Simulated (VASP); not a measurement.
# GaP (F-43m) in VASP: notebook, part 2 of 2

VASP 6.6.1.

## (3) Born charges and dielectric tensor, PBE

Contents of INCAR:

```
  PREC = Accurate
  ENCUT = 520
  EDIFF = 1E-8
  ISMEAR = 0
  SIGMA = 0.02
  LREAL = False
  LASPH = True
  NELM = 80
  ALGO = Fast
  ISIF = 2
  LWAVE = False
  LCHARG = False
  GGA = PE
  LEPSILON = True
  IBRION = 8
  NSW = 1
```

Contents of KPOINTS:

```
regular mesh
0
Gamma
  2 2 2
```

Contents of POSCAR:

```
GaP                                     
1.0
    0.0000000000      2.8256541502      2.8256541502
    2.8256541502      0.0000000000      2.8256541502
    2.8256541502      2.8256541502     -0.0000000000
  Ga              P             
     1     1
Direct
     1.0000000000000000    1.0000000000000000    0.0000000000000000
     0.2500000000000000    0.2500000000000000    0.2500000000000000
```

Potentials or basis: VASP PAW PBE potentials, release 64 (Ga_d, P).

Started as:

```console
cat potpaw_PBE.64/Ga_d/POTCAR potpaw_PBE.64/P/POTCAR > POTCAR
mpirun -np 1 vasp_std > vasp.out
```

OUTCAR:

```text
PREC = Accurate
   ENCUT = 520
   EDIFF = 1E-8
   ISMEAR = 0
   LREAL = False
   LASPH = True
   NELM = 80
   ISIF = 2
   GGA = PE
   LEPSILON = True
   IBRION = 8
   NSW = 1

 ion  position               nearest neighbor table
   1  0.000  0.000  0.000-   2 2.45   2 2.45   2 2.45   2 2.45
   2  0.250  0.250  0.250-   1 2.45   1 2.45   1 2.45   1 2.45

  LATTYP: Found a face centered cubic cell.
 ALAT       =     5.6513083004

  Lattice vectors:

 A1 = (   0.0000000000,   2.8256541502,   2.8256541502)
 A2 = (   2.8256541502,   0.0000000000,   2.8256541502)
 A3 = (   2.8256541502,   2.8256541502,   0.0000000000)

Analysis of symmetry for initial positions (statically):
=====================================================================
 Subroutine PRICEL returns:
 Original cell was already a primitive cell.

 Routine SETGRP: Setting up the symmetry group for a
 face centered cubic supercell.

 Subroutine GETGRP returns: Found 24 space group operations
 (whereof 24 operations were pure point group operations)
 out of a pool of 48 trial point group operations.

The static configuration has the point symmetry T_d .

Analysis of symmetry for dynamics (positions and initial velocities):
=====================================================================
 Subroutine PRICEL returns:
 Original cell was already a primitive cell.

 Routine SETGRP: Setting up the symmetry group for a
 face centered cubic supercell.

 Subroutine GETGRP returns: Found 24 space group operations
[... 286 lines left out ...]
          XX          YY          ZZ          XY          YZ          ZX
  --------------------------------------------------------------------------------
  x     0.00000     0.00000    -0.00000     0.00000    -5.38387     0.00000
  y     0.00000    -0.00000    -0.00000    -0.00000     0.00000    -5.38387
  z    -0.00000     0.00000    -0.00000    -5.38387     0.00000    -0.00000

 BORN EFFECTIVE CHARGES (including local field effects) (in |e|, cummulative output)
 ---------------------------------------------------------------------------------
 ion    1
    1     8.50356     0.00000     0.00000
    2     0.00000     8.50356     0.00000
    3     0.00000    -0.00000     8.50356
 ion    2
    1    -8.50356    -0.00000    -0.00000
    2    -0.00000    -8.50356    -0.00000
    3     0.00000     0.00000    -8.50356

 INTERNAL STRAIN TENSOR FOR ION    2 for displacements in x,y,z  (eV/Angst):
          X           Y           Z          XY          YZ          ZX
  --------------------------------------------------------------------------------
  x     0.00000    -0.00000    -0.00000     0.00000    -3.62692     0.00000
  y    -0.00000     0.00000    -0.00000     0.00000    -0.00000    -3.62692
  z    -0.00000    -0.00000     0.00000    -3.62692     0.00000     0.00000

 SECOND DERIVATIVES (NOT SYMMETRIZED)
 ------------------------------------
               1X          1Y          1Z          2X          2Y          2Z
  1X    -8.300409    0.000000    0.000000    8.300409    0.000000    0.000000
  1Y     0.000000   -8.300409    0.000000    0.000000    8.300409    0.000000
  1Z     0.000000    0.000000   -8.300409    0.000000    0.000000    8.300409
  2X     8.346951    0.000000    0.000000   -8.346951    0.000000    0.000000
  2Y     0.000000    8.346951    0.000000    0.000000   -8.346951    0.000000
  2Z     0.000000    0.000000    8.346951    0.000000    0.000000   -8.346951

 Eigenvectors and eigenvalues of the dynamical matrix
 ----------------------------------------------------

   1 f  =    9.744596 THz    61.227102 2PiTHz  325.044734 cm-1    40.300393 meV
             X         Y         Z           dx          dy          dz
      0.000000  0.000000  0.000000     0.000000    0.553541    0.000000
      1.412827  1.412827  1.412827     0.000000   -0.832822    0.000000
[... 21 lines left out ...]
   6 f/i=    0.012559 THz     0.078913 2PiTHz    0.418935 cm-1     0.051941 meV
             X         Y         Z           dx          dy          dz
      0.000000  0.000000  0.000000     0.000000    0.000000    0.832822
      1.412827  1.412827  1.412827     0.000000    0.000000    0.553541

--------------------------------------------------------------------------------------------------------

 MACROSCOPIC STATIC DIELECTRIC TENSOR IONIC CONTRIBUTION
 ------------------------------------------------------
          34.838850     0.000000     0.000000
           0.000000    34.838850    -0.000000
           0.000000    -0.000000    34.838850
 ------------------------------------------------------

 ELASTIC MODULI CONTR FROM IONIC RELAXATION (kBar)
 Direction    XX          YY          ZZ          XY          YZ          ZX
 --------------------------------------------------------------------------------
 XX          -0.0000      0.0000      0.0000     -0.0000      0.0000     -0.0000
 YY           0.0000     -0.0000     -0.0000     -0.0000     -0.0000     -0.0000
 ZZ           0.0000     -0.0000     -0.0000      0.0000     -0.0000     -0.0000
 XY          -0.0000     -0.0000      0.0000    -56.0099      0.0000      0.0000
 YZ           0.0000     -0.0000     -0.0000      0.0000    -56.0099      0.0000
 ZX          -0.0000     -0.0000     -0.0000      0.0000      0.0000    -56.0099
 --------------------------------------------------------------------------------

 PIEZOELECTRIC TENSOR IONIC CONTR  for field in x, y, z        (C/m^2)
          XX          YY          ZZ          XY          YZ          ZX
  --------------------------------------------------------------------------------
  x    -0.00000     0.00000     0.00000    -0.00000     1.31443     0.00000
  y     0.00000     0.00000     0.00000     0.00000    -0.00000     1.31443
  z     0.00000     0.00000    -0.00000     1.31443     0.00000    -0.00000
```

OSZICAR:

```text
N       E                     dE             d eps       ncg     rms          rms(c)
DAV:   1     0.845527385133E+02    0.84553E+02   -0.92137E+03    78   0.189E+03
DAV:   2     0.395959283548E+00   -0.84157E+02   -0.79325E+02    83   0.346E+02
DAV:   3    -0.734829580916E+01   -0.77443E+01   -0.75974E+01    98   0.831E+01
[... 12 lines left out ...]
RMM:  17    -0.504412206447E-01   -0.23294E-08    0.60869E-07   278   0.104E-03    0.104E-05
RMM:  18    -0.504411960817E-01    0.24563E-07   -0.22624E-07   266   0.104E-03    0.116E-05
RMM:  19    -0.504412309275E-01   -0.34846E-07    0.69688E-07   272   0.104E-03    0.155E-05
RMM:  20    -0.504411823237E-01    0.48604E-07   -0.18684E-07   274   0.105E-03    0.147E-05
RMM:  21    -0.504412646399E-01   -0.82316E-07    0.30802E-07   287   0.105E-03    0.152E-05
RMM:  22    -0.504412040483E-01    0.60592E-07   -0.40174E-07   280   0.105E-03    0.148E-05
 Linear response finished
```

stdout:

```text
POSCAR found type information on POSCAR GaP
 POSCAR found :  2 types and       2 ions
 scaLAPACK will be used
 LDA part: xc-table for (Slater+PW92), standard interpolation
 POSCAR, INCAR and KPOINTS ok, starting setup
 FFT: planning ... GRIDC
 FFT: planning ... GRID_SOFT
 FFT: planning ... GRID
 WAVECAR not read
 entering main loop
[... 23 lines left out ...]
  Direction:   3
 dielectric tensor                  component  3 :    15.599     0.000   200.944
 Linear response DOF=           2
 Linear response progress:
 first order change of Fermi-energy   0.33611E+00
 force on displaced ion       1 direction 1 :  -8.300   0.000   0.000
 Born effective charge ion    1 direction 1 :   1.722   0.000   0.000
 Linear response progress:
 first order change of Fermi-energy  -0.28684E+00
 force on displaced ion       2 direction 1 :  -8.347  -0.000  -0.000
 Born effective charge ion    2 direction 1 : -15.282   0.000   0.000
 Born effective charges drift removed
 Linear response finished
```

It took 1.8 min on 1 thread of Intel Xeon Platinum 8488C (Sapphire Rapids), shared host; peak memory 0.18 GiB.

Results:

```
Band gap on the k mesh                                  : 0.86 eV, direct
Electronic dielectric tensor (diagonal)                 : 200.94
Born charges (mean of the diagonal)                     : Ga +8.50; P -8.50 e
Highest phonon frequency at Γ, LO-TO splitting left out : 325 cm⁻¹
```

Phonon frequencies in cm⁻¹ (negative: imaginary):
```
              q point        frequencies
(0.000, 0.000, 0.000)  0 0 0 325 325 325
```

Electronic dielectric tensor:
```
200.94   0.00   0.00
  0.00 200.94   0.00
  0.00   0.00 200.94
```

Born effective charge tensors (e):
atom 1, Ga
```
8.50 0.00 0.00
0.00 8.50 0.00
0.00 0.00 8.50
```
atom 2, P
```
-8.50  0.00  0.00
 0.00 -8.50  0.00
 0.00  0.00 -8.50
```

Caveat: the k mesh is coarse (spacing up to 0.96 Å⁻¹), so the values aren't converged. A hybrid or GW would open this gap; PBE tends to underestimate it.
